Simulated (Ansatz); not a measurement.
Piezoelectric tensor of MoS₂

Theory: Ansatz, DFT PBE, scalar-relativistic, plane waves, PAW. Plane waves to 420 eV; Γ-centred k mesh 12×12×2; fixed occupations. No spin polarisation.

Equilibrium structure at this level:
```xyz
3
Lattice="3.1847 0.0000 0.0000 -1.5923 2.7580 0.0000 0.0000 0.0000 18.9490" Properties=species:S:1:pos:R:3 pbc="T T T"
Mo    1.5923    0.9193    0.0000
S     0.0000    0.0000   17.3863
S     0.0000    0.0000    1.5627
```

It comes from a database structure that was distorted and then relaxed. It needn't be the stable form of this composition. No dispersion correction is applied, so modes and constants that involve weak contacts between layers, chains or molecules come out too soft.

Question: Give the relaxed-ion proper piezoelectric stress tensor e_iJ (C/m², Voigt columns xx yy zz yz xz xy).

Answer:
```
x    0.000  0.000  0.000  0.000  0.000  0.190
y    0.190 -0.190  0.000  0.000  0.000  0.000
z    0.000  0.000  0.000  0.000  0.000  0.000
```
Signs follow the orientation of the cell as given.
